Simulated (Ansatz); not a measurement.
AgCl, CsCl type, relaxed with r2SCAN in Ansatz. It is cubic, Pm-3m (No. 221); conventional cell a = 3.396 Å, 19.58 Å³ an atom. Ag has 8 Cl at 2.94 Å; Cl has 8 Ag at 2.94 Å.

The axes x, y and z are those of this cell:
```yaml
crystal:
  lattice:
    - [3.39559, 0.00000, 0.00000]
    - [0.00000, 3.39559, 0.00000]
    - [0.00000, 0.00000, 3.39559]
  atoms:
    - { symbol: Ag, position: [0.00000, 0.00000, 0.00000] }
    - { symbol: Cl, position: [0.50000, 0.50000, 0.50000] }
```

Unstrained: With PBE the valence top lies at X and the conduction bottom at Γ, 0.585 eV higher; the smallest vertical gap, at Γ, is 2.195 eV. r2SCAN gives an indirect gap of 1.227 eV, from X to Γ; the least direct gap is 2.876 eV at Γ. HSE06 gives an indirect gap of 2.010 eV, from X to Γ; the least direct gap is 3.576 eV at Γ. Meshes: PBE 8×8×8, r2SCAN 8×8×8, HSE06 6×6×6. Strains are changes of length per length. After each strain the atoms were relaxed again with r2SCAN within the symmetry that the strain leaves, so tilts or polar shifts that break it weren't tested; points keep the names that they have in the unstrained zone. The cell comes from a prototype generator: it can be a known phase or a hypothetical one. Spin polarisation is off.

(1) Apply uniaxial -3.88 % along z, other directions held. How far does the gap move, against the unstrained cell?

(2) Estimate what biaxial +4.37 % in x and y, z held does to the gap.

(3) One strain changed the r2SCAN stress by xx -3.75, yy -1.42, zz -1.42 GPa (compression positive) and the gap by -0.062 eV (PBE), -0.079 eV (r2SCAN), -0.074 eV (HSE06). Which kind of strain was it, and roughly how large?

## Answers

(1) PBE: the gap goes from 0.585 to 0.534 eV (-0.051 eV). r2SCAN: the gap goes from 1.227 to 1.184 eV (-0.043 eV). HSE06: the gap goes from 2.010 to 1.949 eV (-0.061 eV). The r2SCAN energy rises by 9.5 meV an atom.

(2) PBE: the gap goes from 0.585 to 0.492 eV (-0.093 eV). r2SCAN: the gap goes from 1.227 to 1.103 eV (-0.124 eV). HSE06: the gap goes from 2.010 to 1.883 eV (-0.127 eV). The r2SCAN energy rises by 27.9 meV an atom.

(3) Uniaxial +4.46 % along x, other directions held. The pattern of the stress gives the kind; the size needs the stiffness, so it is an estimate.

The runs are scalar-relativistic, without spin-orbit coupling.

The meshes of the hybrids are coarse, so their gaps aren't converged to the digits shown.
